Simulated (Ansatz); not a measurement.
Input of an Ansatz 0.2.0 run:

File input.yaml:

```yaml
crystal:
  lattice:
    - [2.38025, 1.3742379782, 4.3318666667]
    - [-2.38025, 1.3742379782, 4.3318666667]
    - [0.0, -2.7484759565, 4.3318666667]
  atoms:
    - { symbol: Al, position: [0.85216, 0.85216, 0.85216] }
    - { symbol: Al, position: [0.64784, 0.64784, 0.64784] }
    - { symbol: Al, position: [0.14784, 0.14784, 0.14784] }
    - { symbol: Al, position: [0.35216, 0.35216, 0.35216] }
    - { symbol: O, position: [0.05668, 0.75, 0.44332] }
    - { symbol: O, position: [0.75, 0.44332, 0.05668] }
    - { symbol: O, position: [0.44332, 0.05668, 0.75] }
    - { symbol: O, position: [0.94332, 0.25, 0.55668] }
    - { symbol: O, position: [0.25, 0.55668, 0.94332] }
    - { symbol: O, position: [0.55668, 0.94332, 0.25] }
hamiltonian:
  xc: rpbe
  pseudopotentials: { kind: paw }
kpoints:
  mp_grid: { grid: [7, 7, 7] }
  band_path:
    path:
      - [[0.0, 0.0, 0.0], [0.5, 0.0, 0.0], [0.5, 0.2337604794, -0.2337604794]]
      - [[0.7662395206, 0.5, 0.2337604794], [0.5, 0.5, 0.5], [0.0, 0.0, 0.0], [0.3668802397, 0.0, -0.3668802397]]
      - [[0.6331197603, 0.3668802397, 0.0], [0.5, 0.5, 0.0], [0.6331197603, 0.6331197603, 0.2337604794], [0.5, 0.5, 0.5]]
      - [[0.5, 0.0, 0.0], [0.7662395206, 0.3668802397, 0.3668802397]]
    npoints: 10
scf:
  occupations: { method: fermi_dirac, width: 0.05 }
  n_extra_bands: 25
output:
  forces: true
  stress: true
  eigenvalues: true
  fatbands: false
```

Potentials or basis: Ansatz PAW.

Command:

```sh
$ ansatz run input.yaml --threads 4 --pin off --max-ram 11264MiB --backend cpu --events-out ev --progress --plain --runs-dir out
```

Task: Estimate the largest force.

Result: 0.044 eV/Å.

Task: What does it give for the pressure?

Result: 12.6 GPa.

Stress tensor (GPa, compression positive):
```
12.83  0.00  0.00
 0.00 12.83  0.00
 0.00  0.00 12.10
```

Caveat: the pressure holds a Pulay correction of +0.8 GPa for the finite cutoff; the PAW data sets come from PBE, with cores solved anew for the run's functional, which leaves a small shift of forces and pressure.

**What was measured.**

From “Multi-petahertz electron interference in Cr:Al2O3 solid-state material”, 2018, pmc:5906618, for a bulk crystal of Al2O3: band gap 8.7 eV (optical).

Against the measured gap of Al2O3, 8.7 eV (optical; quoted in “Multi-petahertz electron interference in Cr:Al2O3 solid-state material”, 2018, pmc:5906618), the calculated 6.31 eV is off by -2.39 eV. The value is that of RPBE, without temperature or zero-point motion. Semilocal functionals fall short of measured gaps as a rule.
